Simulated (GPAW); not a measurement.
Crystal: FeO (Wuestite).

```
CELL_PARAMETERS angstrom
0.00000 2.15540 2.15540
2.15540 0.00000 2.15540
2.15540 2.15540 0.00000
ATOMIC_POSITIONS crystal
Fe 0.00000 0.00000 0.00000
O 0.50000 0.50000 0.50000
```

Base run:

```yaml
Program: GPAW 26.7.0
Functional: PBE
Potentials_or_basis: GPAW PAW data sets (gpaw-data 1.2.1)
Cutoff: 800 eV
Basis: pw
k_mesh: 11 × 11 × 11
Occupations: fermi-dirac, width 0.05 eV
Spin: collinear spin, ferromagnetic start
Starting_moments: "[0.75, 0.0] μB"
Fixed_moment: 0.75 μB
```

Its results: pressure -20.9 GPa; site moments Fe +0.71; O +0.02 μB.

The run is repeated on the same cell with these changes: fixed moment from 0.75 μB to 2.25 μB; moments at the start from [0.75, 0.0] to [2.25, 0.0]. What comes out?

Pressure -16.1 GPa; site moments Fe +2.17; O +0.01 μB.

Caveats: the total moment is fixed, so each spin has its own Fermi level; a cell with one magnetic atom can't hold antiferromagnetic order, which such compounds often take.
